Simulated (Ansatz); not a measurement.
The system is Gd.

```
Gd
1.0
     3.63600    0.00000    0.00000
    -1.81800    3.14887    0.00000
     0.00000    0.00000    5.78260
Gd
2
Direct
  0.66667 0.33333 0.75000
  0.33333 0.66667 0.25000
```

```yaml
Program: Ansatz 0.2.0
Task: relaxation of cell and atoms
Functional: PBE0
Potentials_or_basis: Ansatz PAW
Cutoff: "420 eV (not typed: the program's choice for these potentials)"
k_mesh: 4 × 4 × 3
Occupations: fermi-dirac, width 0.05 eV
Spin: collinear spin, ferromagnetic start
Starting_moments: "[7.0, 7.0] μB"
```

At the start: volume 33.10 Å³/atom.

Where does the relaxation end?

It ends after 4 steps and the volume is 34.71 Å³/atom (+4.9 %); space group P6_3/mmc (No. 194, to 0.05 Å); moment 15.84 μB per cell.

The path:
| step | energy change (eV) | largest force (eV/Å) | volume (Å³) |
| --- | --- | --- | --- |
| 1 | 0.0000 | 0.0000 | 66.21 |
| 2 | -0.0193 | 0.0000 | 69.84 |
| 3 | -0.0197 | 0.0000 | 69.43 |
| 4 | -0.0205 | 0.0000 | 69.43 |

Final structure:
```xyz
2
Lattice="3.6961 0.0000 0.0000 -1.8481 3.2009 0.0000 0.0000 0.0000 5.8683" Properties=species:S:1:pos:R:3 pbc="T T T"
Gd    1.8481    1.0670    4.4012
Gd    0.0000    2.1339    1.4671
```

Caveat: the k mesh is coarse (spacing up to 0.50 Å⁻¹), so the values aren't converged, least of all with exact exchange; the magnetic or orbital state may not be the lowest; the plane-wave basis is chosen anew once the cell has moved, so the energies of steps on either side of that aren't comparable; the PAW data sets come from PBE, with cores solved anew for the run's functional, which leaves a small shift of forces and pressure.
